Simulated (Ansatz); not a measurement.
In doubt: masses and optical values from hybrid runs of this build are listed as unsure (in some of the runs), which bears on the screening that GW takes from such a start.

The crystal is GaAs (F-43m).

It takes space group F-43m (No. 216, cubic). Conventional cell: a = 5.654 Å, b = 5.654 Å, c = 5.654 Å, α = 90.00°, β = 90.00°, γ = 90.00°. Nearest to Ga lie 4 As at 2.45 Å. Nearest to As lie 4 Ga at 2.45 Å. Farther neighbours are not listed.

```yaml
crystal:
  lattice:
    - [0.00000, 2.82685, 2.82685]
    - [2.82685, 0.00000, 2.82685]
    - [2.82685, 2.82685, 0.00000]
  atoms:
    - { symbol: Ga, position: [0.00000, 0.00000, 0.00000] }
    - { symbol: As, position: [0.25000, 0.25000, 0.25000] }
```

The cell and positions come from the Crystallography Open Database and are kept as given unless a step says otherwise. PAW set soft_2, made with PBE.

Gaps computed with Ansatz 0.2.0 without a self-energy: HSE06 1.47 eV, r2SCAN 1.02 eV and PBE0 2.13 eV.

Estimate the G0W0@HSE06 gap with 6×6×6 mesh, 134 empty bands, screening to 120 eV, default PAW files.

About 1.77 eV: on its mesh the run moves the gap from 1.42 eV by +0.35 eV. Among the scalar-relativistic levels given, HSE06 is nearest (−0.30 eV). Bands and cutoff are finite, so the gap is not at the basis limit. The miss can reach some tenths of an eV and take either sign; the mesh is an error of its own. The many-body steps are scalar-relativistic: spin-orbit coupling is not in them.

[Paths, hosts, dates, memory and timing lines, banners, echoed tables and standing remarks are left out of the program output.]

[Logs are printed without paths, hosts, clocks, repeated set-up lines and the standing remarks that a program may print on its own settings, such as how far it seeks lower states.]

[Runs of the session that timed out or met a known fault of the program may be left out.]

[Cells called generated may have been cut or substituted from an entry of the Crystallography Open Database or the Materials Project.]

[Hosts, paths, dates, database ids (printed as entryN), source tags and the programs' standing remarks are cut or masked in the printed files.]
